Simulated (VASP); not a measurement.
A run of VASP 6.6.1 is set up as follows.

File INCAR:

```
ALGO = Normal
EDIFF = 1E-7
EDIFFG = -0.01
ENCUT = 600
IBRION = 2
ISIF = 4
ISMEAR = 1
LASPH = T
LCHARG = F
LMIXTAU = T
LREAL = F
LWAVE = F
METAGGA = R2SCAN
NELM = 80
NSW = 40
PREC = Accurate
SIGMA = 0.1
```

Contents of KPOINTS:

```
k-points
0
Gamma
  15 15 7
```

Contents of POSCAR:

```
Hf                                      
1.0
    3.1508013093      0.0000000000      0.0000000000
   -1.5754006546      2.7286739762      0.0000000000
    0.0000000000      0.0000000000      4.9663555818
  Hf            
     2
Direct
     0.3333333332999970    0.6666666667000030    0.2500000000000000
     0.6666666667000030    0.3333333332999970    0.7500000000000000
```

Potentials or basis: VASP PAW PBE potentials, release 64 (Hf_pv).

Launch:

```console
$ cat potpaw_PBE.64/Hf_pv/POTCAR > POTCAR
$ mpirun -np 1 vasp_std > vasp.out
```

Question: Predict the band gap on the k mesh.

Answer: None (metal or under the smearing width).

Final structure:
```xyz
2
Lattice="3.1508 0.0000 0.0000 -1.5754 2.7287 0.0000 0.0000 0.0000 4.9664" Properties=species:S:1:pos:R:3 pbc="T T T"
Hf    0.0000    1.8191    1.2416
Hf    1.5754    0.9096    3.7248
```

Caveat: the relaxation stopped at its first step, so nothing moved. The run has no spin-orbit coupling, so splittings on Hf are missing.
